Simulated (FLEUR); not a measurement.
# Rh (Fm-3m) in FLEUR: further runs

The runs below take Rh through band structure, equation of state, with r2SCAN.

Everything below comes from runs of FLEUR MaX-R8.1 (later development tree). Logs are shortened: lines on timing, memory, paths and dates and some standing lists are left out, and cuts for length are marked.

**What was measured.**

“Thermal equation of state of rhodium characterized by XRD in a resistively heated diamond anvil cell”, 2024, pmc:11535440 quotes, for a bulk crystal of Rh: bulk modulus 264 ± 1 GPa.

The runs below are set against these values where they give the same quantity.

### Step 1. The crystal as given

The structure is cubic, space group Fm-3m (No. 225). The conventional cell has a = 3.796 Å, b = 3.796 Å, c = 3.796 Å, α = 90.00°, β = 90.00°, γ = 90.00°. Rh (site symmetry m-3m) is surrounded by 12 Rh at 2.68 Å.

### Step 2. Band structure, r2SCAN

inp.xml reads:

```xml
<?xml version="1.0" encoding="UTF-8" standalone="no"?>
<fleurInput fleurInputVersion="0.39">
   <comment>
      Rh                                                                                                  
   </comment>
   <calculationSetup>
      <cutoffs Kmax="4.17" Gmax="12.9" GmaxXC="12.9" numbands="0"/>
      <scfLoop itmax="80" minDistance="0.0001" maxIterBroyd="30" imix="Anderson" alpha="0.05" precondParam="0.0" spinf="2.0" sdNocoIR="T"/>
      <coreElectrons ctail="F" frcor="F" kcrel="0" coretail_lmax="0"/>
      <xcFunctional name="LibXC" relativisticCorrections="F">
         <LibXCName exchange="mgga_x_r2scan" correlation="mgga_c_r2scan"/>
         <AuxGGA exchange="117" correlation="130"/>
      </xcFunctional>
      <magnetism jspins="1"/>
      <soc l_soc="F" theta="0.0" phi="0.0" spav="F"/>
      <expertModes spex="0" secvar="F"/>
      <geometryOptimization l_f="F" forcealpha="1.0" forcemix="BFGS" epsdisp="0.00001" epsforce="0.00001"/>
      <ldaU l_linMix="F" mixParam="0.05" spinf="1.0"/>
   </calculationSetup>
   <cell>
      <bzIntegration valenceElectrons="17.0" mode="hist" fermiSmearingEnergy="0.00183747">
         <kPointListSelection listName="default-1"/>
         <!-- k-points included here -->
         <xi:include xmlns:xi="http://www.w3.org/2001/XInclude" href="kpts.xml"> </xi:include>
      </bzIntegration>
      <!-- symmetry operations included here -->
      <xi:include xmlns:xi="http://www.w3.org/2001/XInclude" href="sym.xml"> </xi:include>
      <bulkLattice scale="1.0">
         <bravaisMatrix>
            <row-1>    0.0000000000000000     3.5864167255721098     3.5864167255721098</row-1>
            <row-2>    3.5864167255721098     0.0000000000000000     3.5864167255721098</row-2>
            <row-3>    3.5864167255721098     3.5864167255721098     0.0000000000000000</row-3>
         </bravaisMatrix>
      </bulkLattice>
   </cell>
   <atomSpecies>
      <species name="Rhodium (Rh)" element="Rh" atomicNumber="45">
         <mtSphere radius="2.35" gridPoints="777" logIncrement="0.016"/>
         <atomicCutoffs lmax="9" lnonsphr="9"/>
         <electronConfig flipSpins="F">
            <coreConfig>(1s1/2) (2s1/2) (2p1/2) (2p3/2) (3s1/2) (3p1/2) (3p3/2) (3d3/2) (3d5/2)</coreConfig>
            <valenceConfig>(4s1/2) (4p1/2) (4p3/2) (5s1/2) (4d3/2) (4d5/2)</valenceConfig>
            <stateOccupation state="(5s1/2)" spinUp="0.500000" spinDown="0.500000"/>
            <stateOccupation state="(4d3/2)" spinUp="1.600000" spinDown="1.600000"/>
            <stateOccupation state="(4d5/2)" spinUp="2.400000" spinDown="2.400000"/>
         </electronConfig>
         <energyParameters s="5" p="5" d="4" f="4"/>
         <lo type="SCLO" l="0" n="4" eDeriv="0"/>
         <lo type="SCLO" l="1" n="4" eDeriv="0"/>
         <lo type="SCLO" l="1" n="4" eDeriv="1"/>
         <lo type="SCLO" l="2" n="4" eDeriv="2"/>
         <lo type="SCLO" l="3" n="4" eDeriv="2"/>
      </species>
   </atomSpecies>
   <atomGroups>
      <atomGroup species="Rhodium (Rh)">
         <relPos label="                   1">.0000000000 .0000000000 .0000000000</relPos>
         <force calculate="T" relaxXYZ="TTT"/>
      </atomGroup>
   </atomGroups>
   <output dos="F" band="F" slice="F">
      <checks vchk="F" cdinf="F"/>
      <bandDOS minEnergy="-.5*Htr" maxEnergy="0.5*Htr" sigma="0.015" storeEVData="T"/>
      <vacuumDOS vacdos="F" integ="F" star="F" nstars="0" locx1="0.0" locy1="0.0" locx2="0.0" locy2="0.0" nstm="0" tworkf="0.0"/>
      <unfoldingBand unfoldBand="F" supercellX="1" supercellY="1" supercellZ="1"/>
      <plotting iplot="0" polar="F">
         <plot TwoD="T" vec1="  1.0  0.0  0.0" vec2="  0.0  1.0  0.0" vec3="  0.0  0.0  1.0" zero="  0.0  0.0  0.0" file="plot"/>
      </plotting>
      <chargeDensitySlicing numkpt="0" minEigenval="0.0" maxEigenval="0.0" nnne="0" pallst="F"/>
      <specialOutput eonly="F"/>
      <moessbauerParams electricFieldGradient="T" isomerShift="T" coreHyperfine="T" valenceHyperfine="T"/>
      <magneticCircularDichroism mcd="F" energyLo="-10.0" energyUp="0.0"/>
   </output>
  <!-- We include the file relax.xml here to enable relaxations (see documentation) -->
  <xi:include xmlns:xi="http://www.w3.org/2001/XInclude" href="relax.xml"> <xi:fallback/> </xi:include>
</fleurInput>
```

crystal.txt reads:

```
Rh
&input cartesian=F /
0.0000000000  1.8978500000  1.8978500000
1.8978500000  0.0000000000  1.8978500000
1.8978500000  1.8978500000  0.0000000000
1.8897261246
1.0 1.0 1.0

1
45 0.0000000000  0.0000000000  0.0000000000

&kpt div1=12 div2=12 div3=12 gamma=T /
```

inp.xml (bands) reads:

```
<?xml version="1.0" encoding="UTF-8" standalone="no"?>
<fleurInput fleurInputVersion="0.39">
   <comment>
      Rh                                                                                                  
   </comment>
   <calculationSetup>
      <cutoffs Kmax="4.17" Gmax="12.9" GmaxXC="12.9" numbands="0"/>
      <scfLoop itmax="80" minDistance="0.0001" maxIterBroyd="30" imix="Anderson" alpha="0.05" precondParam="0.0" spinf="2.0" sdNocoIR="T"/>
      <coreElectrons ctail="F" frcor="F" kcrel="0" coretail_lmax="0"/>
      <xcFunctional name="LibXC" relativisticCorrections="F">
         <LibXCName exchange="mgga_x_r2scan" correlation="mgga_c_r2scan"/>
         <AuxGGA exchange="117" correlation="130"/>
      </xcFunctional>
      <magnetism jspins="1"/>
      <soc l_soc="F" theta="0.0" phi="0.0" spav="F"/>
      <expertModes spex="0" secvar="F"/>
      <geometryOptimization l_f="F" forcealpha="1.0" forcemix="BFGS" epsdisp="0.00001" epsforce="0.00001"/>
      <ldaU l_linMix="F" mixParam="0.05" spinf="1.0"/>
   </calculationSetup>
   <cell>
      <bzIntegration valenceElectrons="17.0" mode="hist" fermiSmearingEnergy="0.00183747">
         <kPointListSelection listName="path-1"/>
         <!-- k-points included here -->
         <xi:include xmlns:xi="http://www.w3.org/2001/XInclude" href="kpts.xml"> </xi:include>
      </bzIntegration>
      <!-- symmetry operations included here -->
      <xi:include xmlns:xi="http://www.w3.org/2001/XInclude" href="sym.xml"> </xi:include>
      <bulkLattice scale="1.0">
         <bravaisMatrix>
            <row-1>    0.0000000000000000     3.5864167255721098     3.5864167255721098</row-1>
            <row-2>    3.5864167255721098     0.0000000000000000     3.5864167255721098</row-2>
            <row-3>    3.5864167255721098     3.5864167255721098     0.0000000000000000</row-3>
         </bravaisMatrix>
      </bulkLattice>
   </cell>
   <atomSpecies>
      <species name="Rhodium (Rh)" element="Rh" atomicNumber="45">
         <mtSphere radius="2.35" gridPoints="777" logIncrement="0.016"/>
         <atomicCutoffs lmax="9" lnonsphr="9"/>
         <electronConfig flipSpins="F">
            <coreConfig>(1s1/2) (2s1/2) (2p1/2) (2p3/2) (3s1/2) (3p1/2) (3p3/2) (3d3/2) (3d5/2)</coreConfig>
            <valenceConfig>(4s1/2) (4p1/2) (4p3/2) (5s1/2) (4d3/2) (4d5/2)</valenceConfig>
            <stateOccupation state="(5s1/2)" spinUp="0.500000" spinDown="0.500000"/>
            <stateOccupation state="(4d3/2)" spinUp="1.600000" spinDown="1.600000"/>
            <stateOccupation state="(4d5/2)" spinUp="2.400000" spinDown="2.400000"/>
         </electronConfig>
         <energyParameters s="5" p="5" d="4" f="4"/>
         <lo type="SCLO" l="0" n="4" eDeriv="0"/>
         <lo type="SCLO" l="1" n="4" eDeriv="0"/>
         <lo type="SCLO" l="1" n="4" eDeriv="1"/>
         <lo type="SCLO" l="2" n="4" eDeriv="2"/>
         <lo type="SCLO" l="3" n="4" eDeriv="2"/>
      </species>
   </atomSpecies>
   <atomGroups>
      <atomGroup species="Rhodium (Rh)">
         <relPos label="                   1">.0000000000 .0000000000 .0000000000</relPos>
         <force calculate="T" relaxXYZ="TTT"/>
      </atomGroup>
   </atomGroups>
   <output dos="F" band="T" slice="F">
      <checks vchk="F" cdinf="F"/>
      <bandDOS minEnergy="-.5*Htr" maxEnergy="0.5*Htr" sigma="0.015" storeEVData="T"/>
      <vacuumDOS vacdos="F" integ="F" star="F" nstars="0" locx1="0.0" locy1="0.0" locx2="0.0" locy2="0.0" nstm="0" tworkf="0.0"/>
      <unfoldingBand unfoldBand="F" supercellX="1" supercellY="1" supercellZ="1"/>
      <plotting iplot="0" polar="F">
         <plot TwoD="T" vec1="  1.0  0.0  0.0" vec2="  0.0  1.0  0.0" vec3="  0.0  0.0  1.0" zero="  0.0  0.0  0.0" file="plot"/>
      </plotting>
      <chargeDensitySlicing numkpt="0" minEigenval="0.0" maxEigenval="0.0" nnne="0" pallst="F"/>
      <specialOutput eonly="F"/>
      <moessbauerParams electricFieldGradient="T" isomerShift="T" coreHyperfine="T" valenceHyperfine="T"/>
      <magneticCircularDichroism mcd="F" energyLo="-10.0" energyUp="0.0"/>
   </output>
  <!-- We include the file relax.xml here to enable relaxations (see documentation) -->
  <xi:include xmlns:xi="http://www.w3.org/2001/XInclude" href="relax.xml"> <xi:fallback/> </xi:include>
</fleurInput>
```

Potentials or basis: all-electron, FLAPW.

Command:

```
inpgen -f crystal.txt -profile fastHighL
# inp.xml edited to the form shown
fleur_MPI
fleur_MPI   # second run, on inp.xml (bands)
```

Log:

```text
Welcome to FLEUR        (www.flapw.de)
      MaX-Release 8.1          (www.max-centre.eu)
 func_ids         498         497         498         497
 MetaGGA potential functional detected - V_tau will be computed
 Auxiliary Potential for radial basis: exchange=         117  correlation=         130
The functional 'Re-regularized SCAN exchange by Furness et al' is an exchange functional, it belongs to the 'MGGA' family and is defined in the reference(s):
[1] J. W. Furness, A. D. Kaplan, J. Ning, J. P. Perdew, and J. Sun.,  J. Phys. Chem. Lett. 11, 8208-8215 (2020)
[2] J. W. Furness, A. D. Kaplan, J. Ning, J. P. Perdew, and J. Sun.,  J. Phys. Chem. Lett. 11, 9248-9248 (2020)
The functional 'Re-regularized SCAN correlation by Furness et al' is a correlation functional, it belongs to the 'MGGA' family and is defined in the reference(s):
[1] J. W. Furness, A. D. Kaplan, J. Ning, J. P. Perdew, and J. Sun.,  J. Phys. Chem. Lett. 11, 8208-8215 (2020)
[2] J. W. Furness, A. D. Kaplan, J. Ning, J. P. Perdew, and J. Sun.,  J. Phys. Chem. Lett. 11, 9248-9248 (2020)
 Using same functional for VXC and EXC

 ========== k-point set info ==========
 Selected k-point list: default-1
 k-point list type: mesh
 12 x 12 x 12
 Number of k points: 72

 ------------Calculation Setup---------------------------
 Number of MPI-tasks      :            1
 Number of PE/node        :            1
 Number of OMP-threads    :            1
 Most efficient MPI parallelization for:
           1           2           3           4           6           8           9          12          18          24          36          72
 Additional eigenvalue parallelization possible
 Number of basis functions:          160
 Approximate size of matrices (H+S) per k-point:         0.000 GB
 --------------------------------------------------------
The functional 'Hammer, Hansen, and Norskov' is an exchange functional, it belongs to the 'GGA' family and is defined in the reference(s):
[1] B. Hammer, L. B. Hansen, and J. K. Nørskov.,  Phys. Rev. B 59, 7413 (1999)
The functional 'Perdew, Burke & Ernzerhof' is a correlation functional, it belongs to the 'GGA' family and is defined in the reference(s):
[1] J. P. Perdew, K. Burke, and M. Ernzerhof.,  Phys. Rev. Lett. 77, 3865 (1996)
[2] J. P. Perdew, K. Burke, and M. Ernzerhof.,  Phys. Rev. Lett. 78, 1396 (1997)
 Using same functional for VXC and EXC
 Using auxiliary GGA potential for the first iteration of MetaGGA calculation.
 Reset of history
 Reset of history
 Iteration:     1   Distance:      36.93087557 me/bohr^3
The functional 'Hammer, Hansen, and Norskov' is an exchange functional, it belongs to the 'GGA' family and is defined in the reference(s):
[1] B. Hammer, L. B. Hansen, and J. K. Nørskov.,  Phys. Rev. B 59, 7413 (1999)
The functional 'Perdew, Burke & Ernzerhof' is a correlation functional, it belongs to the 'GGA' family and is defined in the reference(s):
[1] J. P. Perdew, K. Burke, and M. Ernzerhof.,  Phys. Rev. Lett. 77, 3865 (1996)
[2] J. P. Perdew, K. Burke, and M. Ernzerhof.,  Phys. Rev. Lett. 78, 1396 (1997)
 Using same functional for VXC and EXC
 Iteration:     2   Distance:      33.91111797 me/bohr^3
The functional 'Hammer, Hansen, and Norskov' is an exchange functional, it belongs to the 'GGA' family and is defined in the reference(s):
[1] B. Hammer, L. B. Hansen, and J. K. Nørskov.,  Phys. Rev. B 59, 7413 (1999)
The functional 'Perdew, Burke & Ernzerhof' is a correlation functional, it belongs to the 'GGA' family and is defined in the reference(s):
[1] J. P. Perdew, K. Burke, and M. Ernzerhof.,  Phys. Rev. Lett. 77, 3865 (1996)
[2] J. P. Perdew, K. Burke, and M. Ernzerhof.,  Phys. Rev. Lett. 78, 1396 (1997)
 Using same functional for VXC and EXC
 Iteration:     3   Distance:      31.97294173 me/bohr^3
The functional 'Hammer, Hansen, and Norskov' is an exchange functional, it belongs to the 'GGA' family and is defined in the reference(s):
[1] B. Hammer, L. B. Hansen, and J. K. Nørskov.,  Phys. Rev. B 59, 7413 (1999)
The functional 'Perdew, Burke & Ernzerhof' is a correlation functional, it belongs to the 'GGA' family and is defined in the reference(s):
[1] J. P. Perdew, K. Burke, and M. Ernzerhof.,  Phys. Rev. Lett. 77, 3865 (1996)
[2] J. P. Perdew, K. Burke, and M. Ernzerhof.,  Phys. Rev. Lett. 78, 1396 (1997)
 Using same functional for VXC and EXC
 Iteration:     4   Distance:      13.00722575 me/bohr^3
The functional 'Hammer, Hansen, and Norskov' is an exchange functional, it belongs to the 'GGA' family and is defined in the reference(s):
[1] B. Hammer, L. B. Hansen, and J. K. Nørskov.,  Phys. Rev. B 59, 7413 (1999)
The functional 'Perdew, Burke & Ernzerhof' is a correlation functional, it belongs to the 'GGA' family and is defined in the reference(s):
[1] J. P. Perdew, K. Burke, and M. Ernzerhof.,  Phys. Rev. Lett. 77, 3865 (1996)
[2] J. P. Perdew, K. Burke, and M. Ernzerhof.,  Phys. Rev. Lett. 78, 1396 (1997)
 Using same functional for VXC and EXC
 Iteration:     5   Distance:      10.20390366 me/bohr^3
The functional 'Hammer, Hansen, and Norskov' is an exchange functional, it belongs to the 'GGA' family and is defined in the reference(s):
[... 39 lines left out ...]
 Using same functional for VXC and EXC
 Iteration:    11   Distance:       0.00231274 me/bohr^3
The functional 'Hammer, Hansen, and Norskov' is an exchange functional, it belongs to the 'GGA' family and is defined in the reference(s):
[1] B. Hammer, L. B. Hansen, and J. K. Nørskov.,  Phys. Rev. B 59, 7413 (1999)
The functional 'Perdew, Burke & Ernzerhof' is a correlation functional, it belongs to the 'GGA' family and is defined in the reference(s):
[1] J. P. Perdew, K. Burke, and M. Ernzerhof.,  Phys. Rev. Lett. 77, 3865 (1996)
[2] J. P. Perdew, K. Burke, and M. Ernzerhof.,  Phys. Rev. Lett. 78, 1396 (1997)
 Using same functional for VXC and EXC
 Iteration:    12   Distance:       0.00153398 me/bohr^3
The functional 'Hammer, Hansen, and Norskov' is an exchange functional, it belongs to the 'GGA' family and is defined in the reference(s):
[1] B. Hammer, L. B. Hansen, and J. K. Nørskov.,  Phys. Rev. B 59, 7413 (1999)
The functional 'Perdew, Burke & Ernzerhof' is a correlation functional, it belongs to the 'GGA' family and is defined in the reference(s):
[1] J. P. Perdew, K. Burke, and M. Ernzerhof.,  Phys. Rev. Lett. 77, 3865 (1996)
[2] J. P. Perdew, K. Burke, and M. Ernzerhof.,  Phys. Rev. Lett. 78, 1396 (1997)
 Using same functional for VXC and EXC
 Iteration:    13   Distance:       0.00012179 me/bohr^3
The functional 'Hammer, Hansen, and Norskov' is an exchange functional, it belongs to the 'GGA' family and is defined in the reference(s):
[1] B. Hammer, L. B. Hansen, and J. K. Nørskov.,  Phys. Rev. B 59, 7413 (1999)
The functional 'Perdew, Burke & Ernzerhof' is a correlation functional, it belongs to the 'GGA' family and is defined in the reference(s):
[1] J. P. Perdew, K. Burke, and M. Ernzerhof.,  Phys. Rev. Lett. 77, 3865 (1996)
[2] J. P. Perdew, K. Burke, and M. Ernzerhof.,  Phys. Rev. Lett. 78, 1396 (1997)
 Using same functional for VXC and EXC
 Iteration:    14   Distance:       0.00008242 me/bohr^3

 ********************************************************************
 Run finished successfully
 Stop message:
   all done
 ********************************************************************
```

It took 14 s on 1 thread of Arm Neoverse V2, shared host; peak memory 0.06 GiB.

What came out:

```
Free energy                                           : -130217.6271 eV
Band gap along the path                               : none (metal or under the smearing width)
Valence electrons inside the program's atomic spheres : Rh 15.40 (radii Rh 2.35 bohr)
```

Levels at the corners of the path, in eV from the Fermi level:
```csv
point,band 6,band 7,band 8,band 9,band 10,band 11
Γ,-3.22,-3.22,-3.22,-1.10,-1.10,16.45
X,-6.24,0.50,1.03,1.03,3.48,12.95
W,-3.98,-3.98,-1.31,1.04,10.13,10.13
K,-4.98,-2.15,-0.78,0.39,8.28,9.11
Γ,-3.22,-3.22,-3.22,-1.10,-1.10,16.45
L,-3.33,-3.33,0.57,0.57,0.89,9.15
U,-4.98,-2.15,-0.78,0.39,8.28,9.11
W,-3.98,-3.98,-1.31,1.04,10.13,10.13
L,-3.33,-3.33,0.57,0.57,0.89,9.15
K,-4.98,-2.15,-0.78,0.39,8.28,9.11
U,-4.98,-2.15,-0.78,0.39,8.28,9.11
X,-6.24,0.50,1.03,1.03,3.48,12.95
```

Core levels (eV from the Fermi level):
| atom | levels |
| --- | --- |
| 1 Rh | 1s1/2 -23024.4, 2s1/2 -3334.3, 2p1/2 -3086.3, 2p3/2 -2941.7, 3s1/2 -593.0, 3p1/2 -496.0, 3p3/2 -471.1, 3d3/2 -299.7, 3d5/2 -294.8 |

Caveat: the meta-GGA is that of a development version, with a GGA for the radial functions and cores and without core tails.

### Step 3. Equation of state, r2SCAN, 12.85 Å³/atom (volume scaled by 0.94)

Changes to inp.xml since step 2:

```diff
@@ -6,3 +6,3 @@
    <calculationSetup>
-      <cutoffs Kmax="4.17" Gmax="12.9" GmaxXC="12.9" numbands="0"/>
+      <cutoffs Kmax="4.26" Gmax="13.2" GmaxXC="13.2" numbands="0"/>
       <scfLoop itmax="80" minDistance="0.0001" maxIterBroyd="30" imix="Anderson" alpha="0.05" precondParam="0.0" spinf="2.0" sdNocoIR="T"/>
@@ -27,3 +27,3 @@
       <xi:include xmlns:xi="http://www.w3.org/2001/XInclude" href="sym.xml"> </xi:include>
-      <bulkLattice scale="1.0">
+      <bulkLattice scale="0.9795861087">
          <bravaisMatrix>
@@ -37,3 +37,3 @@
       <species name="Rhodium (Rh)" element="Rh" atomicNumber="45">
-         <mtSphere radius="2.35" gridPoints="777" logIncrement="0.016"/>
+         <mtSphere radius="2.3" gridPoints="777" logIncrement="0.016"/>
          <atomicCutoffs lmax="9" lnonsphr="9"/>
```

Potentials or basis: all-electron, FLAPW.

Command:

```
inpgen -f crystal.txt -profile fastHighL
# inp.xml edited to the form shown
fleur_MPI
```

Wall time 12 s (1 thread of Arm Neoverse V2, shared host); peak memory 0.08 GiB.

The run converged. Its results:

```yaml
Free_energy: -130217.5721 eV
Band_gap_on_the_k_mesh: none (metal or under the smearing width)
Valence_electrons_inside_the_program's_atomic_spheres: Rh 15.32 (radii Rh 2.3 bohr)
```

Caveat: the meta-GGA is that of a development version, with a GGA for the radial functions and cores and without core tails.

### Step 4. Equation of state, r2SCAN, 13.12 Å³/atom (volume scaled by 0.96)

Changes to inp.xml since step 3:

```diff
@@ -27,3 +27,3 @@
       <xi:include xmlns:xi="http://www.w3.org/2001/XInclude" href="sym.xml"> </xi:include>
-      <bulkLattice scale="0.9795861087">
+      <bulkLattice scale="0.9864848297">
          <bravaisMatrix>
```

Command:

```
inpgen -f crystal.txt -profile fastHighL
# inp.xml edited to the form shown
fleur_MPI
```

Wall time 12 s (1 thread of Arm Neoverse V2, shared host); peak memory 0.09 GiB.

Results (log left out):

```yaml
Free_energy: -130217.6026 eV
Band_gap_on_the_k_mesh: none (metal or under the smearing width)
Valence_electrons_inside_the_program's_atomic_spheres: Rh 15.28 (radii Rh 2.3 bohr)
```

Caveat: the meta-GGA is that of a development version, with a GGA for the radial functions and cores and without core tails.

### Step 5. Equation of state, r2SCAN, 13.67 Å³/atom

Changes to inp.xml since step 4:

```diff
@@ -27,3 +27,3 @@
       <xi:include xmlns:xi="http://www.w3.org/2001/XInclude" href="sym.xml"> </xi:include>
-      <bulkLattice scale="0.9864848297">
+      <bulkLattice scale="1.0000000000">
          <bravaisMatrix>
```

Command:

```
inpgen -f crystal.txt -profile fastHighL
# inp.xml edited to the form shown
fleur_MPI
```

It took 14 s on 1 thread of Arm Neoverse V2, shared host; peak memory 0.09 GiB.

Results (log left out):

```
Free energy                                           : -130217.6276 eV
Band gap on the k mesh                                : none (metal or under the smearing width)
Valence electrons inside the program's atomic spheres : Rh 15.22 (radii Rh 2.3 bohr)
```

Caveat: the meta-GGA is that of a development version, with a GGA for the radial functions and cores and without core tails.

[end of part 1 of 2]
